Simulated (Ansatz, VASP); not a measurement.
# One calculation of Mg, two programs

```
Mg
1.0
     3.16590    0.00000    0.00000
    -1.58295    2.74175    0.00000
     0.00000    0.00000    5.13991
Mg
2
Direct
  0.33333 0.66667 0.25000
  0.66667 0.33333 0.75000
```

Change from the starting cell: volume scaled by 0.96, crystal datasets.

Alike in both runs: task electric field gradients; functional PBEsol; k mesh 12 × 12 × 7; occupations fermi-dirac, width 0.08 eV; no spin polarisation.

|  | VASP | Ansatz |
| --- | --- | --- |
| version | VASP 6.6.1 | Ansatz 0.2.0 |
| potentials or method | VASP PAW PBE potentials, release 64 (Mg), cutoff 520 eV | all-electron PAW with datasets made for the crystal, scalar-relativistic |

|  | VASP | Ansatz | Ansatz less VASP |
| --- | --- | --- | --- |
| pressure (GPa) | 0.3 | 0.3 | +0.02 |
| largest component of the traceless stress (GPa) | 0.55 | 0.55 | -0.002 |
| Vzz of the field gradient on the site that differs most (V/Å²) | 1.0 | 1.1 | +0.14 |

Ansatz ran all-electron here, so the differences hold the error of VASP's frozen core and of both bases.

Caveats: the PAW data sets were made with another functional, which shifts forces and pressure a little (VASP).
